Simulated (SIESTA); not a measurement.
**CdS (Greenockite) under changes of volume**

One of the cells (25.121 Å³/atom); the others are scaled copies at fixed shape and fractional positions:

```
Cd S
1.0
     4.15000    0.00000    0.00000
    -2.07500    3.59401    0.00000
     0.00000    0.00000    6.73700
Cd S
2 2
Direct
  0.66667 0.33333 0.50000
  0.33333 0.66667 0.00000
  0.66667 0.33333 0.87500
  0.33333 0.66667 0.37500
```

| Quantity | Value |
| --- | --- |
| Program | SIESTA 5.4.2 |
| Functional | vdW-DF-cx |
| Potentials or basis | PseudoDojo 0.4 standard (PBE files) |
| Basis | DZP (energy shift 0.003 Ry; two zetas on semicore shells) |
| Grid cutoff | 800 Ry |
| Energy shift | 0.003 Ry |
| k mesh | 7 × 7 × 4 |
| Occupations | fermi-dirac, width 0.05 eV |
| Spin | no spin polarisation |

| volume (Å³/atom) | energy over the lowest point (meV/atom) | pressure (GPa) | gap on the mesh (eV) | largest force (eV/Å) |
| --- | --- | --- | --- | --- |
| 23.614 | ? | ? | ? | ? |
| 24.116 | 8.79 | 2.9 | 1.40 | 0.081 |
| 24.618 | 2.16 | 1.4 | 1.34 | 0.077 |
| 25.121 | 0.00 | 0.1 | 1.29 | 0.070 |
| 25.623 | 1.62 | -1.1 | 1.24 | 0.067 |
| 26.126 | 6.76 | -2.2 | 1.18 | 0.064 |
| 26.628 | 15.01 | -3.1 | 1.13 | 0.060 |

Task: What does the run at 23.614 Å³/atom give?

Result: Energy over the lowest point 20.34 meV/atom; pressure 4.5 GPa; gap on the mesh 1.46 eV; largest force 0.083 eV/Å.

Worked out: A Birch-Murnaghan fit of order 3 (a polynomial in V^(-2/3)) to the other rows has its minimum at 25.15 Å³/atom with B0 = V·E''(V) = 62 GPa and B' = 4.7 at fixed shape and positions, which overstates the stiffness. It gives 20.26 meV/atom at 23.614 Å³/atom, against the run's 20.34, and -dE/dV = 4.5 GPa, against 4.5. A straight line through the other rows of the gap, of slope -2.71 eV per unit of ln V (its deformation potential), extrapolates to 1.46 eV, against the run's 1.46.

Energies are extrapolated to zero smearing.

Caveats: the potentials were made for another functional, which shifts forces and pressure; an odd mesh through Γ misses points on the zone boundary, where band edges often lie; the basis of atomic orbitals isn't converged, which shifts pressures, moduli and gaps. Spin-orbit coupling on Cd is left out.
